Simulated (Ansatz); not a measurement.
The system is Ti.

```
CELL_PARAMETERS angstrom
0.03061 2.05069 2.05898
2.05708 0.03414 2.05545
2.04166 2.03174 0.04956
ATOMIC_POSITIONS crystal
Ti 0.00000 0.00000 0.00000
```

The cell isn't the ideal one: cell strained at random at fixed volume.

| Quantity | Value |
| --- | --- |
| Program | Ansatz 0.2.0 |
| Task | relaxation of cell and atoms |
| Functional | PBEsol |
| Dispersion | D4 |
| Potentials or basis | Ansatz PAW |
| Cutoff | 420 eV (not typed: the program's choice for these potentials) |
| k mesh | 9 × 9 × 9 |
| Occupations | fermi-dirac, width 0.15 eV |
| Spin | collinear spin, ferromagnetic start |
| Starting moments | [1.0] μB |

At the start: volume 16.73 Å³/atom.

Q: How do energy, volume and symmetry change on relaxing?

A: It ends after 5 steps and the volume is 16.62 Å³/atom (-0.7 %); space group Fm-3m (No. 225, to 0.05 Å); moment 0.00 μB per cell.

Step by step:
| step | energy change (eV) | largest force (eV/Å) | volume (Å³) |
| --- | --- | --- | --- |
| 1 | 0.0000 | 0.0000 | 16.73 |
| 2 | -0.0038 | 0.0000 | 16.50 |
| 3 | -0.0041 | 0.0000 | 16.66 |
| 4 | -0.0042 | 0.0000 | 16.62 |
| 5 | -0.0042 | 0.0000 | 16.62 |

Final structure:
```cif
data_structure
_symmetry_space_group_name_H-M 'P 1'
_symmetry_Int_Tables_number 1
_cell_length_a 2.8619
_cell_length_b 2.8673
_cell_length_c 2.8642
_cell_angle_alpha 59.913
_cell_angle_beta 60.100
_cell_angle_gamma 59.992
_cell_volume 16.62
loop_
_atom_site_label
_atom_site_type_symbol
_atom_site_fract_x
_atom_site_fract_y
_atom_site_fract_z
_atom_site_occupancy
Ti1 Ti 0.00000 0.00000 0.00000 1
```

Caveat: the plane-wave basis is chosen anew once the cell has moved, so the energies of steps on either side of that aren't comparable; the PAW data sets come from PBE, with cores solved anew for the run's functional, which leaves a small shift of forces and pressure; the starting moments weren't kept.
